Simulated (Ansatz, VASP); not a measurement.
## AlSi26C27 (Al_Si) in two plane-wave programs

Wanted: the spread between two codes on one cell, functional and k mesh. The cell is taken from a series of runs on this material, whose earlier steps may have relaxed, scaled, displaced or heated it; both programs get it as it stands.

Main program and level: Ansatz 0.2.0; plane waves, with VASP 6.6.1 beside it; single point at r2SCAN.

### Step 1. Starting point

The cell holds 54 atoms: 26 Si, 27 C and 1 Al. Cell: a = 9.242 Å, b = 9.242 Å, c = 9.242 Å, α = 60.0°, β = 60.0°, γ = 60.0°. It derives from SiC (SiC (F-43m)). Nearest the centre at fractional (0.333, 0.667, 0.667): Al54 at 0.01 Å, C43 at 1.96 Å, C35 at 1.96 Å, C44 at 1.97 Å, C41 at 1.97 Å, Si11 at 3.07 Å, Si3 at 3.07 Å, Si17 at 3.07 Å. The cell carries charge −1.

As a file:

```xyz
54
Lattice="0.0000 6.5349 6.5349 6.5349 0.0000 6.5349 6.5349 6.5349 0.0000" Properties=species:S:1:pos:R:3 pbc="T T T"
Si    6.5295    0.0069    6.5329
Si    8.7125    2.1900    6.5330
Si   10.8864   10.9029   13.0507
Si    2.1776    0.0070    2.1811
Si    4.3547    2.1841    2.1752
Si    6.5355    4.3649    2.1752
Si   10.8864   13.0596   10.8939
Si    6.5355    2.1841    4.3560
Si    8.7297   10.9029   10.8940
Si    6.5306    2.1886    8.7146
Si    8.6954    4.3680    8.7069
Si   10.8863    6.5589    8.7067
Si    8.6954    8.7158    4.3591
Si    4.3547    4.3649    4.3560
Si    6.5386    6.5591    4.3591
Si   10.8863    8.7156    6.5500
Si    6.5386    4.3680    6.5502
Si    6.5307    4.3601   10.8860
Si    8.7125    6.5418   10.8848
Si   10.8941    8.7235   10.8860
Si    2.1776    4.3589    6.5329
Si    4.3606    6.5419    6.5330
Si    6.5386    8.7158    6.5158
Si    4.3592    4.3600    8.7146
Si    6.5386    6.5247    8.7069
Si    8.7296    8.7156    8.7067
C     1.0886    1.0964    1.0875
C     3.2671    3.2765    1.0876
C     5.4435    5.4528    1.0876
C     3.2671    1.0965    3.2675
C     5.4453    3.2747    3.2658
C     7.6235    5.4529    3.2676
C     5.4435    1.0965    5.4439
C     7.6235    3.2765    5.4440
C     9.8465    5.4083    5.3994
C     1.0929    3.2746    3.2657
C     3.2671    5.4528    3.2640
C     5.4451    7.6268    3.2656
C     3.2671    3.2729    5.4439
C     5.4471    5.4529    5.4440
C     7.5789    7.6759    5.3994
C     5.4451    3.2745    7.6179
C     7.5789    5.4083    7.6669
C     9.8464    7.6758    7.6668
C     1.0885    5.4528    5.4438
C     3.2671    7.6313    5.4439
C     5.4452    9.8095    5.4483
C     3.2671    5.4528    7.6224
C     5.4471    7.6314    7.6225
C     7.6234    9.8078    7.6224
C     5.4452    5.4572    9.8005
C     7.6234    7.6314    9.7989
C     9.7974    9.8094    9.8004
Al    8.7123    6.5417    6.5328
```

### Step 2. Ansatz: single point, r2SCAN, pair 1

Ansatz runs on its PAW soft_1 files.

With cell and atoms fixed, the geometry can't cause a difference; cores, projectors, grids and the points listed under the comparison can.

Input file input.yaml:

```yaml
crystal:
  checkpoint: "../qm1.relax.run"
  host: checkpoint
total_charge: -1
basis:
  ecutwfc: 500
  xc_grid: 2
hamiltonian:
  xc: r2scan
  pseudopotentials: { kind: paw, azcp: { folder: soft_1 } }
kpoints:
  mp_grid: { grid: [2, 2, 2], shift: [0.5, 0.5, 0.5] }
scf:
  occupations: { method: fixed }
  max_iter: 100
output:
  forces: true
  eigenvalues: true
  charged_corrections:
    epsilon: 7.06
    static_epsilon: 10.43
    defect_position: [0.333333, 0.666667, 0.666667]
  eigenstates: { localisation: true }
  populations: true
  band_densities: [{ bands: [v1, v1] }, { bands: [c1, c1] }]
  write_density: true
  write_potential: true
  volumetric_format: npy
  elf: true
checkpoint:
  read: "../qm1.relax.run"
  write: "../qm1.point.run"
  compress: false
  write_wavefunctions: false
  write_every: 100000
```

Command:

```bash
> ansatz run input.yaml --threads 4 --pin off --max-ram 7536MiB --backend cpu --events-out ev --progress --plain --runs-dir out
```

The program printed:

```text
Warning: the atoms were moved onto the symmetric positions of the space group found under crystal.symmetry.tolerance 1.0e-5 (fractional; no operation is sought that the atoms, as they stand in a round, miss by more than twice it, and no atom is moved by as much as it), and the run uses the moved positions. Before a round's move an operation carried an atom to 4.30e-5 Å from where it should land, the largest such dist [...]
[...]
atom  17  Si    -0.00431907    -0.00015726    -0.00008090
  atom  18  C      0.00214469    -0.00265620    -0.00243289
  atom  19  Si     0.00126625    -0.00090461    -0.00080875
  atom  20  C     -0.00137404    -0.00038823     0.00013210
  atom  21  Si     0.00468373    -0.00025513     0.00008350
  atom  22  C     -0.00062123     0.00032684    -0.00083400
  atom  23  Si     0.00008964    -0.00428242     0.00008964
  atom  24  C      0.00028072     0.00105020     0.00028072
  atom  25  Si     0.00502460     0.00028282    -0.00035921
  atom  26  C     -0.00079677    -0.00077953     0.00051654
  atom  27  Si     0.00080495    -0.00076733    -0.00082129
  atom  28  C      0.00042769     0.00045833     0.00061579
  atom  29  Si    -0.00016775    -0.00497404    -0.00016775
  atom  30  C     -0.00236094     0.00179186    -0.00236094
  atom  31  Si     0.00030795     0.00025293    -0.00428793
  atom  32  C      0.00000421    -0.00013701     0.00115857
  atom  33  Si    -0.00008090    -0.00015726    -0.00431907
  atom  34  C     -0.00243289    -0.00265620     0.00214469
  atom  35  Al    -0.00009174     0.00025883    -0.00009174
  atom  36  C      0.00223779     0.00193870     0.00223779
  atom  37  Si     0.00105373     0.00098400     0.00105373
  atom  38  C     -0.00019660    -0.00045399    -0.00019660
  atom  39  Si    -0.00000213    -0.00013295     0.00072311
  atom  40  C      0.00020172    -0.00007712    -0.00024664
[...]
atom  47  Si    -0.00035921     0.00028282     0.00502460
  atom  48  C      0.00051654    -0.00077953    -0.00079677
  atom  49  Si    -0.00073099     0.00102668    -0.00073099
  atom  50  C      0.00004611    -0.00145214     0.00004611
  atom  51  Si    -0.00020159     0.00443164     0.00012170
  atom  52  C      0.00056862    -0.00071179    -0.00054658
  atom  53  Si    -0.00428793     0.00025293     0.00030795
  atom  54  C      0.00115857    -0.00013701     0.00000421
  max |Σ_I F_I| component: 5.86e-3 eV/Å
--- Charged-cell corrections in eV (Makov–Payne, q = -1.000 e, ε = 7.060 of the electrons, 10.430 with the ions) ---
  F (periodic)     = -23956.122018  (uncorrected; the corrections below are reported, never added to it)
  E_corr1          = +0.357746  (monopole, q²α_M/2εL)
  F Makov-Payne    = n/a  (the rows are of the electrons' constant alone; ansatz place-levels tells what screens the charge)
  no potential alignment in this run, which stands beside a crystal: run the host's input off ansatz write-host-input, and read the two finished runs by ansatz place-levels (neither reads a slab, a wire or a sheet, whose cell leaves a vacuum)
--- Band table (eV) ---
  k-point 0: bands = ["-6.7191", "-5.6276", "-4.9597", "-4.9597", "-4.9103", "-4.5812", "-4.5812", "-4.4888", "-4.3105", "-4.3105", "-4.1201", "-3.7491", "-3.2681", "-3.2681", "-3.1034", "-2.8818", "-2.8818", "-2.7413", "-2.2031", "-2.2031", "-2.1684", "-2.0725", "-2.0725", "-1.9691", "-1.8834", "-1.8833", "-1.8078", "1.2622", "1.7718", "1.7718", "1.7957", "1.8063", "1.8063", "1.8357", "1.8357", "1.8425", "1.9721", " [...]
  k-point 1: bands = ["-6.3570", "-5.9817", "-5.6203", "-5.2936", "-5.1985", "-4.5729", "-4.2615", "-4.2178", "-3.9213", "-3.6627", "-3.5960", "-3.4599", "-3.3818", "-3.2074", "-3.0128", "-2.9384", "-2.8829", "-2.7619", "-2.6395", "-2.6178", "-2.5543", "-2.3017", "-1.9808", "-1.8862", "-1.8008", "-1.7158", "-1.6856", "0.7246", "1.0525", "1.3117", "1.3374", "1.5429", "1.5850", "1.6526", "1.7859", "1.8496", "1.9692", " [...]
  k-point 2: bands = ["-6.3570", "-5.9817", "-5.6203", "-5.2936", "-5.1986", "-4.5729", "-4.2615", "-4.2178", "-3.9213", "-3.6627", "-3.5961", "-3.4599", "-3.3818", "-3.2074", "-3.0128", "-2.9384", "-2.8829", "-2.7619", "-2.6395", "-2.6178", "-2.5543", "-2.3017", "-1.9808", "-1.8862", "-1.8008", "-1.7158", "-1.6856", "0.7246", "1.0525", "1.3117", "1.3374", "1.5429", "1.5850", "1.6526", "1.7859", "1.8496", "1.9692", " [...]
--- Löwdin populations: 54 sites ---
  site symbol       q [e]
     0     Si      2.9633
     1      C      4.9786
     2     Si      2.9633
     3      C      4.9788
     4     Si      2.9525
     5      C      4.9788
     6     Si      2.9633
     7      C      4.9788
     8     Si      2.9618
     9      C      4.9781
    10     Si      2.9619
    11      C      4.9787
    12     Si      2.9525
    13      C      4.9788
    14     Si      2.9619
    15      C      4.9787
    16     Si      2.9525
    17      C      5.0681
    18     Si      2.9609
    19      C      4.9839
    20     Si      2.9525
    21      C      4.9788
    22     Si      2.9522
    23      C      4.9842
[...]
46     Si      2.9525
    47      C      4.9788
    48     Si      2.9609
    49      C      4.9839
    50     Si      2.9525
    51      C      4.9788
    52     Si      2.9522
    53      C      4.9842
  spilling = 0.010117 (of n_electrons = 216.000000)
--- Band densities, each state counted as filled ---
  window                                       electrons  max residual (eV)  cut levels
  bands: [v1, v1]                               2.000000             3.5e-9           1
  bands: [c1, c1]                               2.000000             9.6e-5           1
```

### Step 3. VASP: single point, r2SCAN, pair 1

The same cell, functional and mesh now go to VASP, with its own data sets.

Lines of VASP's logs that name or quote its potential files are left out, and so is its time.

Input file INCAR:

```
SYSTEM = AlSi26C27
PREC = Accurate
ENCUT = 580
EDIFF = 1E-06
NELM = 120
ISMEAR = 0
SIGMA = 0.01
LREAL = Auto
ALGO = Normal
METAGGA = R2SCAN
LASPH = .TRUE.
NELECT = 216
NBANDS = 152
LORBIT = 11
LWAVE = .FALSE.
LCHARG = .FALSE.
ISIF = 2
ISYM = 2
GGA_COMPAT = .FALSE.
EFERMI = MIDGAP
LMIXTAU = .TRUE.
KPAR = 2
```

Input file POSCAR:

```
AlSi26C27
1.0
    0.0000000000      6.5348887282      6.5348887282
    6.5348887282      0.0000000000      6.5348887282
    6.5348887282      6.5348887282      0.0000000000
Si C Al
26 27 1
Direct
    0.0007946107      0.9989050880      0.0002684190
    0.0007988109      0.9989079107      0.3343226427
    0.9997990836      0.9972852327      0.6686078323
    0.0007988109      0.3329593117      0.0002712417
    0.0003485632      0.3325090640      0.3338723950
    0.0003471284      0.3325076292      0.6675860897
    0.9997990836      0.6672445013      0.9986485637
    0.0003471284      0.6662227587      0.3338709602
    0.9997947031      0.6672504395      0.6686137705
    0.3345581270      0.9989905786      0.0003539096
    0.3350840005      0.9972852327      0.3333229154
    0.3350766647      0.9972694942      0.6686004965
    0.3350840005      0.3319595844      0.9986485637
    0.3340622579      0.3325076292      0.3338709602
    0.3350899387      0.3319552039      0.6686137705
    0.3350766647      0.6672371655      0.9986328252
    0.3350899387      0.6672504395      0.3333185349
    0.6668363668      0.9989968676      0.0003601986
    0.6667445872      0.9989050880      0.3343184425
    0.6668300778      0.9989905786      0.6680819588
    0.6667445872      0.3329551115      0.0002684190
    0.6667474099      0.3329593117      0.3343226427
    0.6651247319      0.3319595844      0.6686078323
    0.6668300778      0.6667186278      0.0003539096
    0.6651247319      0.6672445013      0.3333229154
    0.6651089934      0.6672371655      0.6686004965
    0.0838132327      0.0826060409      0.0839693719
    0.0839277887      0.0825030787      0.4174516205
    0.0839192252      0.0825034388      0.7504901490
    0.0839277887      0.4160882895      0.0838664097
    0.0837920953      0.4159525961      0.4173159271
    0.0839296960      0.4160901968      0.7504963643
    0.0839192252      0.7491268180      0.0838667697
    0.0839296960      0.7491330333      0.4174535278
    0.0735457696      0.7526966905      0.7540600215
    0.4167846968      0.0829424150      0.0843057460
    0.4169663172      0.0825034388      0.4174430570
    0.4167799952      0.0829306884      0.7503038270
    0.4169663172      0.4160797260      0.0838667697
    0.4169725325      0.4160901968      0.4174535278
    0.4205361897      0.4057062704      0.7540600215
    0.4167799952      0.7489404960      0.0842940194
    0.4205361897      0.7526966905      0.4070696014
    0.4205287898      0.7526892906      0.7540526216
    0.7504412911      0.0826017919      0.0839651229
    0.7504455401      0.0826060409      0.4173370645
    0.7507819142      0.0829424150      0.7503085286
    0.7504455401      0.4159737335      0.0839693719
    0.7503425779      0.4160882895      0.4174516205
    0.7503429379      0.4160797260      0.7504901490
    0.7507819142      0.7489451976      0.0843057460
    0.7503429379      0.7491268180      0.4174430570
    0.7507701876      0.7489404960      0.7503038270
    0.3337562309      0.6659167317      0.6672800627
```

Input file KPOINTS:

```
Points of the shifted mesh
8
Reciprocal
 0.2500000000  0.2500000000  0.2500000000 1
 0.2500000000  0.2500000000  0.7500000000 1
 0.2500000000  0.7500000000  0.2500000000 1
 0.2500000000  0.7500000000  0.7500000000 1
 0.7500000000  0.2500000000  0.2500000000 1
 0.7500000000  0.2500000000  0.7500000000 1
 0.7500000000  0.7500000000  0.2500000000 1
 0.7500000000  0.7500000000  0.7500000000 1
```

Potentials, in the order of the species: Si, C and Al (PBE family, release 64).

Command:

```bash
> mpirun -np 8 vasp_std
```

The program printed:

```text
[banner, memory and clock lines left out]
running    8 mpi-ranks, on    1 nodes
[...]
|                                                                             |
|           W    W    AA    RRRRR   N    N  II  N    N   GGGG   !!!           |
|           W    W   A  A   R    R  NN   N  II  NN   N  G    G  !!!           |
|           W    W  A    A  R    R  N N  N  II  N N  N  G       !!!           |
|           W WW W  AAAAAA  RRRRR   N  N N  II  N  N N  G  GGG   !            |
|           WW  WW  A    A  R   R   N   NN  II  N   NN  G    G                |
|           W    W  A    A  R    R  N    N  II  N    N   GGGG   !!!           |
|                                                                             |
|     For optimal performance we recommend to set                             |
|       NCORE = 2 up to number-of-cores-per-socket                            |
|     NCORE specifies how many cores store one orbital (NPAR=cpu/NCORE).      |
|     This setting can greatly improve the performance of VASP for DFT.       |
[...]
DAV:   2    -0.517091135882E+03   -0.10974E+04   -0.10371E+04  3008   0.246E+02
DAV:   3    -0.591397448045E+03   -0.74306E+02   -0.73584E+02  2992   0.594E+01
DAV:   4    -0.592878507785E+03   -0.14811E+01   -0.14762E+01  2968   0.924E+00
DAV:   5    -0.592913957861E+03   -0.35450E-01   -0.35416E-01  3008   0.137E+00BRMIX: very serious problems
 the old and the new charge density differ
 old charge density:   215.00000 new  216.00000
BRMIX: very serious problems
 the old and the new charge density differ
 old charge density:   215.00000 new  216.00000
    0.481E+01
DAV:   6    -0.529351292689E+03    0.63563E+02   -0.15001E+02  2784   0.234E+01    0.271E+01
DAV:   7    -0.502609926642E+03    0.26741E+02   -0.11430E+01  2800   0.838E+00    0.109E+01
DAV:   8    -0.506514915953E+03   -0.39050E+01   -0.13170E+01  2824   0.869E+00    0.618E+00
DAV:   9    -0.508514923044E+03   -0.20000E+01   -0.32164E+00  2760   0.506E+00    0.205E+00
[...]
DAV:  21    -0.510081964633E+03   -0.15799E-05   -0.66919E-06  2752   0.701E-03    0.446E-02
DAV:  22    -0.510081963158E+03    0.14750E-05   -0.46176E-06  2632   0.566E-03    0.258E-02
DAV:  23    -0.510081963227E+03   -0.68794E-07   -0.75117E-07  1592   0.249E-03
   1 F= -.51008196E+03 E0= -.51008196E+03  d E =0.000000E+00
```

Parts of OUTCAR (step 3):

```text
  Total       14.9716917     14.9716917     14.9716917     -0.3756302     -0.3756302     -0.3756302
  in kB       42.9770766     42.9770766     42.9770766     -1.0782675     -1.0782675     -1.0782675
  external PRESSURE =      42.9770766 kB  Pullay stress =       0.0000000 kB

 POSITION                                       TOTAL-FORCE (eV/Angst)
 -----------------------------------------------------------------------------------
      6.52949      0.00695      6.53293         0.001136     -0.001062     -0.001062
      8.71251      2.18998      6.53297        -0.000860     -0.000893     -0.000860
     10.88643     10.90285     13.05072        -0.000908      0.002689      0.000878
      2.17762      0.00699      2.18107        -0.000860     -0.000860     -0.000893
      4.35473      2.18410      2.17519         0.001001      0.001001      0.001001
      6.53550      4.36487      2.17517         0.000121      0.000121      0.000019
     10.88643     13.05963     10.89394        -0.000908      0.000878      0.002689
      6.53550      2.18408      4.35596         0.000121      0.000019      0.000121
      8.72972     10.90286     10.89395         0.000168      0.001241      0.001241
      6.53061      2.18861      8.71459        -0.000104     -0.001168     -0.001168
      8.69538      4.36796      8.70688         0.000878      0.002689     -0.000908
     10.88628      6.55892      8.70673        -0.001717     -0.000276     -0.001717
      8.69538      8.71579      4.35906         0.000878     -0.000908      0.002689
      4.35471      4.36487      4.35596         0.000019      0.000121      0.000121
[...]
-----------------------------------------------------------------------------------
    total drift:                                0.004740      0.004332      0.000450

  FREE ENERGIE OF THE ION-ELECTRON SYSTEM (eV)
  ---------------------------------------------------
  free  energy   TOTEN  =      -510.0819632269 eV

  energy  without entropy=     -510.0819632269  energy(sigma->0) =     -510.08196323

[... 1 further part left out ...]
```

The cell is charged against a uniform background.

The run ends at a pressure of 4.30 GPa, with forces up to 0.0052 eV/Å.

### Step 4. Side by side

Known differences besides the potentials themselves: VASP keeps PBE cores, Ansatz makes them for the functional; fixed occupations in Ansatz, narrow Gaussian smearing in VASP; the cutoff is 500 eV in Ansatz and 580 eV in VASP (PREC = Accurate, projectors in real space). Total energies have different zeros and are not compared.

The two programs side by side:

```csv
quantity,Ansatz,VASP,difference
gap on the k mesh (eV),2.171,2.183,-0.011
```

At this near-relaxed geometry the largest component of a force difference is 5 meV/Å. A gap on the mesh is an upper bound, since the band edges may lie between its points. VASP's last cycles still show a density residual of 3e-03, so its state may not be settled. The cell carries a charge of -1 e against a uniform background, so its pressure also hangs on how the neutralising background is counted, and in a defect's cell a gap may be the spacing between its levels.

(Continued in part 2 of 2.)

[Lines on the potential files, build, host, timing and source positions are cut from VASP's logs without a mark.]

[Logs are printed without paths, hosts, clocks, repeated set-up lines and the standing remarks that a program may print on its own settings, such as how far it seeks lower states.]

[Hosts, paths, dates, database ids (printed as entryN), source tags and the programs' standing remarks are cut or masked in the printed files.]
